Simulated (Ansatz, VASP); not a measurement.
# KCl: VASP beside Ansatz

```
CELL_PARAMETERS angstrom
0.00000 3.21800 3.21800
3.21800 0.00000 3.21800
3.21800 3.21800 0.00000
ATOMIC_POSITIONS crystal
K 0.00000 0.00000 0.00000
Cl 0.50000 0.50000 0.50000
```

Change from the starting cell: volume scaled by 1.06, crystal datasets.

Alike in both runs: task electric field gradients; functional PBE; k mesh 7 × 7 × 7; occupations fermi-dirac, width 0.03 eV; no spin polarisation.

|  | VASP | Ansatz |
| --- | --- | --- |
| version | VASP 6.6.1 | Ansatz 0.2.0 |
| potentials or method | VASP PAW PBE potentials, release 64 (K_sv, Cl), cutoff 520 eV | all-electron PAW with datasets made for the crystal, scalar-relativistic |

|  | VASP | Ansatz | Ansatz less VASP |
| --- | --- | --- | --- |
| gap on the k mesh at the Fermi level (eV) | 4.96 | 4.96 | +0.001 |
| pressure (GPa) | -0.4 | -0.4 | -0.01 |
| Vzz of the field gradient on the site that differs most (V/Å²) | 0.0 | 0.0 | 0.00 |

Ansatz ran all-electron here, so the differences hold the error of VASP's frozen core and of both bases.

Caveats: an odd mesh through Γ misses points on the zone boundary, where band edges often lie.
